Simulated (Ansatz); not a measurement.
PbS (started from an entry of an open crystallographic database) (r2SCAN+rVV10 geometry), in Ansatz:

```cif
data_structure
_symmetry_space_group_name_H-M 'P 1'
_symmetry_Int_Tables_number 1
_cell_length_a 4.1986
_cell_length_b 4.1986
_cell_length_c 5.9549
_cell_angle_alpha 90.033
_cell_angle_beta 90.033
_cell_angle_gamma 90.003
_cell_volume 104.97
loop_
_atom_site_label
_atom_site_type_symbol
_atom_site_fract_x
_atom_site_fract_y
_atom_site_fract_z
_atom_site_occupancy
Pb1 Pb 0.74998 0.74998 0.75000 1
Pb2 Pb 0.25002 0.25002 0.25000 1
S1 S 0.25008 0.25008 0.75003 1
S2 S 0.74992 0.74992 0.24997 1
```

G0W0@r2SCAN with 394 empty bands, a screening cutoff of 140 eV and a 4×4×2 mesh (PAW, contour deformation) gives 0.698 eV over the mesh points, from an r2SCAN gap of 0.617 eV; it sums over 414 bands with 371 plane waves in the screening and a wave cutoff of 500 eV. G0W0 here is at a finite number of bands, screening cutoff and k mesh, not at the basis limit. Calculated for a static, non-magnetic cell.

**Question.** Another run gave a Kohn-Sham gap of 0.617 eV and a G0W0 gap of 0.574 eV, summing over 190 bands with 157 plane waves in the screening and a wave cutoff of 500 eV. What was changed?

**Answer.** Empty bands 170, screening cutoff 80 eV. The counts of bands and plane waves show it.

**Question.** Estimate the gap with potentials of the kind norm-conserving.

**Answer.** 0.679 eV (-0.019 eV), from a Kohn-Sham gap of 0.634 eV.

Spin-orbit coupling is left out; in compounds of Pb, Bi, Tl or Hg it can lower a gap by up to about 1 eV, split its edges or invert the bands.
